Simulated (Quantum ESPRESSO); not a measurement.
# Li (P6_3/mmc) in Quantum ESPRESSO: phonons and electron-phonon coupling with LDA

Aim: the phonons and electron-phonon coupling of Li with LDA.

Program: Quantum ESPRESSO 7.5. These are calculated values, not measurements. Logs are shortened: lines on timing, memory, paths and dates and some standing lists are left out, and cuts for length are marked.

## (1) The structure

It takes space group P6_3/mmc (No. 194, hexagonal). The conventional cell has a = 3.034 Å, b = 3.034 Å, c = 10.216 Å, α = 90.00°, β = 90.00°, γ = 120.00°. Around Li (site symmetry -6m2) lie 12 Li at 3.03 to 3.10 Å. Li (site symmetry -3m) is surrounded by 12 Li at 3.03 to 3.10 Å.

This isn't the form of Li at room conditions, which is bcc.

(Continued in part 2 of 2.)
